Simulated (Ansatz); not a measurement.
# Ga: a scan of SCF settings, part 2 of 2

Which SCF settings change the result for Ga, and which only the effort? The default run comes first. The cell (4 atoms) is Ga in its deposited structure (space group Cmce). Source: COD entry 8104301.

Ansatz 0.2.0; DFT PBE, PAW, plane waves, scalar-relativistic.

### 8 Anderson, β 0.8, history 12, no preconditioner

Contents of input.yaml:

```yaml
crystal:
  lattice:
    - [2.25835, -3.8224, 0.0]
    - [2.25835, 3.8224, 0.0]
    - [0.0, 0.0, 4.5107]
  atoms:
    - { symbol: Ga, position: [0.8475, 0.1525, 0.0785] }
    - { symbol: Ga, position: [0.6525, 0.3475, 0.5785] }
    - { symbol: Ga, position: [0.1525, 0.8475, 0.9215] }
    - { symbol: Ga, position: [0.3475, 0.6525, 0.4215] }
hamiltonian:
  xc: pbe
  pseudopotentials: { kind: paw }
basis:
  ecutwfc: 420
kpoints:
  mp_grid: { grid: [8, 8, 7] }
scf:
  occupations: { method: fermi_dirac, width: 0.1 }
  lower_state_search: "off"
  algorithm: density_mixing
  max_iter: 100
  mixing: { algorithm: anderson, ndim: 12, beta: 0.8, preconditioner: none }
output:
  forces: true
  stress: true
```

On the command line:

```
> ansatz run input.yaml --threads 2 --pin off --max-ram 5120MiB --backend cpu --events-out ev --progress --plain --runs-dir out
```

The program printed, cut to the lines that bear on the results:

```text
[... 20 lines as in an earlier run ...]
SCF iter   1: F=—  HF=-15132.046282 eV  |F-HF|=—  |Δ(HF+E_count)|=         —  Δρ=1.45e-3  dr2=2.00e-3  ethr=1.77e-3  ⟨swp⟩=5.6  Hψ=9495  notcnv=0
[...]
SCF iter   5: F=-15132.043424 eV  HF=-15132.043424 eV  |F-HF|=4.19e-8  |Δ(HF+E_count)|=   8.97e-6  Δρ=1.32e-5  dr2=6.65e-8  ethr=1.92e-10  ⟨swp⟩=3.6  Hψ=12579  notcnv=0
[...]
SCF converged after 5 iterations
[... 1 line as in an earlier run ...]
Free energy (F): -15132.043424 eV
[...]
E sigma→0 (E₀):  -15132.028707 eV
Entropy (-TS):   -0.029433 eV (-7.358 meV/atom)
Fermi energy:    9.198909 eV
[... 26 lines left out: energy terms, forces, stress ...]
```

Wall time 5.2 s (2 threads of Arm Neoverse V1, shared host); peak memory 0.41 GiB.

5 iterations against 7; the same free energy.

### 9 Cutoff 350 eV

Edit input.yaml of step 8 so:

```diff
@@ -14,3 +14,3 @@
 basis:
-  ecutwfc: 420
+  ecutwfc: 350
 kpoints:
@@ -20,5 +20,3 @@
   lower_state_search: "off"
-  algorithm: density_mixing
   max_iter: 100
-  mixing: { algorithm: anderson, ndim: 12, beta: 0.8, preconditioner: none }
 output:
```

On the command line:

```
> ansatz run input.yaml --threads 2 --pin off --max-ram 5120MiB --backend cpu --events-out ev --progress --plain --runs-dir out
```

The program printed, cut to the lines that bear on the results:

```text
Warning: basis.ecutwfc = 350 eV is below the records' recommended 420 eV, and the density's cutoff is lower with it unless basis.ecutrho_ratio is high enough to keep the records' density cutoff: compare with a run at a higher cutoff
[... 9 lines as in an earlier run ...]
Basis set: ecut = 350 eV, 1169 PW (Γ), exchange–correlation on 60×60×60 points (8 copies of the dense FFT grid, shifted against one another)
[... 10 lines as in an earlier run ...]
SCF iter   1: F=—  HF=-15132.023743 eV  |F-HF|=—  |Δ(HF+E_count)|=         —  Δρ=1.51e-3  dr2=2.07e-3  ethr=1.77e-3  ⟨swp⟩=5.6  Hψ=8813  notcnv=0
[...]
SCF iter   7: F=-15132.021085 eV  HF=-15132.021085 eV  |F-HF|=3.78e-9  |Δ(HF+E_count)|=   8.44e-7  Δρ=4.22e-6  dr2=2.09e-8  ethr=1.92e-10  ⟨swp⟩=3.0  Hψ=11582  notcnv=0
[...]
SCF converged after 7 iterations
Free energy (F): -15132.021085 eV
[...]
E sigma→0 (E₀):  -15132.006374 eV
Entropy (-TS):   -0.029423 eV (-7.356 meV/atom)
Fermi energy:    9.199765 eV
[...]
--- Forces (eV/Å), atoms counted from 1 ---
  atom   1  Ga     0.00000000     0.41832161     0.12170926
  atom   2  Ga     0.00000000    -0.41832161     0.12170926
  atom   3  Ga     0.00000000    -0.41832161    -0.12170926
  atom   4  Ga     0.00000000     0.41832161    -0.12170926
[...]
--- Stress (GPa, compression-positive) ---
        1.511068       0.000000       0.000000
        0.000000       4.098446       0.000000
        0.000000       0.000000       1.520344
  P = ⅓ Tr σ = 2.3766 GPa (23.766 kbar)
```

Wall time 4.4 s (2 threads of Arm Neoverse V1, shared host); peak memory 0.39 GiB.

7 iterations, as in the default run; free energy shifted by +5.6 meV/atom, forces change by up to 0.002 eV/Å.

This setting is poor on purpose, so its numbers aren't to be taken as properties of the material.

### 10 K-point mesh 4x4x4

Edit input.yaml of step 9 so:

```diff
@@ -14,5 +14,5 @@
 basis:
-  ecutwfc: 350
+  ecutwfc: 420
 kpoints:
-  mp_grid: { grid: [8, 8, 7] }
+  mp_grid: { grid: [4, 4, 4] }
 scf:
```

On the command line:

```
> ansatz run input.yaml --threads 2 --pin off --max-ram 5120MiB --backend cpu --events-out ev --progress --plain --runs-dir out
```

The program printed, cut to the lines that bear on the results:

```text
[... 13 lines as in an earlier run ...]
k-points: 21 of 64
[... 6 lines as in an earlier run ...]
SCF iter   1: F=—  HF=-15132.129431 eV  |F-HF|=—  |Δ(HF+E_count)|=         —  Δρ=1.12e-3  dr2=6.54e-4  ethr=1.77e-3  ⟨swp⟩=5.5  Hψ=2320  notcnv=0
[...]
SCF iter   7: F=-15132.127270 eV  HF=-15132.127270 eV  |F-HF|=1.07e-7  |Δ(HF+E_count)|=   8.11e-8  Δρ=1.51e-5  dr2=8.86e-8  ethr=1.92e-10  ⟨swp⟩=4.5  Hψ=2486  notcnv=0
[...]
SCF converged after 7 iterations
Free energy (F): -15132.127270 eV
[...]
E sigma→0 (E₀):  -15132.109985 eV
Entropy (-TS):   -0.034569 eV (-8.642 meV/atom)
Fermi energy:    9.133967 eV
[...]
--- Forces (eV/Å), atoms counted from 1 ---
  atom   1  Ga     0.00000000     0.53715920     0.11729626
  atom   2  Ga     0.00000000    -0.53715920     0.11729626
  atom   3  Ga     0.00000000    -0.53715920    -0.11729626
  atom   4  Ga     0.00000000     0.53715920    -0.11729626
[...]
--- Stress (GPa, compression-positive) ---
        2.534768       0.000000       0.000000
        0.000000       4.017242       0.000000
        0.000000       0.000000       0.428679
  P = ⅓ Tr σ = 2.3269 GPa (23.269 kbar)
```

Wall time 1.7 s (2 threads of Arm Neoverse V1, shared host); peak memory 0.34 GiB.

7 iterations, as in the default run; free energy shifted by -21.0 meV/atom, forces change by up to 0.121 eV/Å.

Such a setting isn't fit for results; the run shows only what it costs.

### 11 MSR1 mixing, preconditioner none

Edit input.yaml of step 10 so:

```diff
@@ -16,3 +16,3 @@
 kpoints:
-  mp_grid: { grid: [4, 4, 4] }
+  mp_grid: { grid: [8, 8, 7] }
 scf:
@@ -20,3 +20,5 @@
   lower_state_search: "off"
+  algorithm: density_mixing
   max_iter: 100
+  mixing: { algorithm: msr1, preconditioner: none }
 output:
```

On the command line:

```
> ansatz run input.yaml --threads 2 --pin off --max-ram 5120MiB --backend cpu --events-out ev --progress --plain --runs-dir out
```

The program printed, cut to the lines that bear on the results:

```text
[... 20 lines as in an earlier run ...]
SCF iter   1: F=—  HF=-15132.046282 eV  |F-HF|=—  |Δ(HF+E_count)|=         —  Δρ=1.45e-3  dr2=2.00e-3  ethr=1.77e-3  ⟨swp⟩=5.6  Hψ=9495  notcnv=0
[...]
SCF iter   6: F=-15132.043424 eV  HF=-15132.043424 eV  |F-HF|=1.20e-8  |Δ(HF+E_count)|=   1.56e-7  Δρ=4.28e-6  dr2=7.06e-9  ethr=1.92e-10  ⟨swp⟩=4.4  Hψ=9760  notcnv=0
[...]
SCF converged after 6 iterations
Free energy (F): -15132.043424 eV
[...]
E sigma→0 (E₀):  -15132.028707 eV
Entropy (-TS):   -0.029433 eV (-7.358 meV/atom)
Fermi energy:    9.198902 eV
[... 26 lines left out: energy terms, forces, stress ...]
```

Run time: 5 s. Hardware: 2 threads of Arm Neoverse V1, shared host; peak memory 0.42 GiB.

Compared with step 2: the same free energy; 6 iterations in place of 7.

### 12 Anderson, β 0.5, history 8, no preconditioner

Edit input.yaml of step 11 so:

```diff
@@ -22,3 +22,3 @@
   max_iter: 100
-  mixing: { algorithm: msr1, preconditioner: none }
+  mixing: { algorithm: anderson, ndim: 8, beta: 0.5, preconditioner: none }
 output:
```

On the command line:

```
> ansatz run input.yaml --threads 2 --pin off --max-ram 5120MiB --backend cpu --events-out ev --progress --plain --runs-dir out
```

The program printed, cut to the lines that bear on the results:

```text
[... 20 lines as in an earlier run ...]
SCF iter   1: F=—  HF=-15132.046282 eV  |F-HF|=—  |Δ(HF+E_count)|=         —  Δρ=1.45e-3  dr2=2.00e-3  ethr=1.77e-3  ⟨swp⟩=5.6  Hψ=9495  notcnv=0
[...]
SCF iter   6: F=-15132.043424 eV  HF=-15132.043424 eV  |F-HF|=1.60e-8  |Δ(HF+E_count)|=   2.47e-7  Δρ=5.28e-6  dr2=1.09e-8  ethr=1.92e-10  ⟨swp⟩=4.0  Hψ=9461  notcnv=0
[...]
SCF converged after 6 iterations
[... 1 line as in an earlier run ...]
Free energy (F): -15132.043424 eV
[...]
E sigma→0 (E₀):  -15132.028707 eV
Entropy (-TS):   -0.029433 eV (-7.358 meV/atom)
Fermi energy:    9.198905 eV
[... 26 lines left out: energy terms, forces, stress ...]
```

Wall time 5.2 s (2 threads of Arm Neoverse V1, shared host); peak memory 0.42 GiB.

Compared with step 2: the same free energy; 6 iterations in place of 7.

### 13 The runs side by side

| step | settings | iterations | time | against the default run |
| --- | --- | --- | --- | --- |
| 2 | default SCF settings | 7 | 6.8 s | reference |
| 3 | Anderson, β 0.8, history 2, no preconditioner | 7 | 7.1 s | the same free energy |
| 4 | fixed occupations | 6 | 7.1 s | free energy shifted by +16.1 meV/atom, zero-width estimate shifted by +12.4 meV/atom, but the bands overlap, so whole fillings don't suit this cell, forces change by up to 0.030 eV/Å |
| 5 | Fermi–Dirac width 0.003 eV, no switch to direct minimisation | 6 | 5.9 s | free energy shifted by +3.5 meV/atom, zero-width estimate shifted by -0.2 meV/atom, forces change by up to 0.016 eV/Å |
| 6 | linear mixing, β 0.1, no preconditioner | 41 | 17 s | the same free energy |
| 7 | Broyden, β 0.7, history 3, no preconditioner | 6 | 6.1 s | the same free energy |
| 8 | Anderson, β 0.8, history 12, no preconditioner | 5 | 5.2 s | the same free energy |
| 9 | cutoff 350 eV | 7 | 4.4 s | free energy shifted by +5.6 meV/atom, forces change by up to 0.002 eV/Å |
| 10 | k-point mesh 4x4x4 | 7 | 1.7 s | free energy shifted by -21.0 meV/atom, forces change by up to 0.121 eV/Å |
| 11 | MSR1 mixing, preconditioner none | 6 | 5 s | the same free energy |
| 12 | Anderson, β 0.5, history 8, no preconditioner | 6 | 5.2 s | the same free energy |

Decimal logarithm of the largest residual (eV) by iteration, counted through all cycles of a run (8 of the 11 runs):

| iteration | step 2 | step 3 | step 4 | step 5 | step 6 | step 7 | step 8 | step 9 |
| --- | --- | --- | --- | --- | --- | --- | --- | --- |
| 1 | -2.7 | -2.7 | -2.6 | -2.6 | -2.7 | -2.7 | -2.7 | -2.7 |
| 2 | -3.0 | -3.0 | -3.1 | -3.1 | -2.9 | -3.2 | -3.0 | -3.1 |
| 3 | -3.4 | -4.6 | -3.7 | -3.7 | -3.1 | -4.6 | -4.6 | -3.4 |
| 4 | -4.4 | -4.8 | -4.8 | -4.7 | -3.2 | -5.2 | -4.9 | -4.1 |
| 5 | -5.4 | -6.3 | -6.0 | -5.9 | -3.4 | -7.2 | -7.2 | -4.9 |
| 8 | - | - | - | - | -3.8 | - | - | - |
| 12 | - | - | - | - | -4.3 | - | - | - |
| 16 | - | - | - | - | -4.7 | - | - | - |
| 19 | - | - | - | - | -5.0 | - | - | - |
| 23 | - | - | - | - | -5.4 | - | - | - |
| 26 | - | - | - | - | -5.7 | - | - | - |
| 30 | - | - | - | - | -6.1 | - | - | - |
| 34 | - | - | - | - | -6.4 | - | - | - |
| 37 | - | - | - | - | -6.7 | - | - | - |
| 41 | - | - | - | - | -7.1 | - | - | - |

### 14 Results

This closing draws on all 2 parts.

| quantity | value |
| --- | --- |
| default run | 7 iterations, with no gap on the k-mesh |
| fewest iterations to that state among the runs shown | 5 (Anderson, β 0.8, history 12, no preconditioner) |
| most iterations to it | 41 (linear mixing, β 0.1, no preconditioner) |
| runs that end in another state, among changes of path alone | 0 |
| largest shift of the free energy by occupations, cutoff, mesh or field | -21.0 meV/atom (k-point mesh 4x4x4) |

**Reading.** 7 runs solve the same problem and reach the default's state, in 5 to 41 iterations: there the settings change the path, not the answer. Occupations, cutoff, mesh and fields change the problem that is solved, not just the path; the largest shift here is that of “k-point mesh 4x4x4”. Counts include iterations that the program adds to test a close, so a difference of one or two ranks nothing. The starting density is a sum of atomic densities corrected by a trained network, so it is already close to self-consistency.
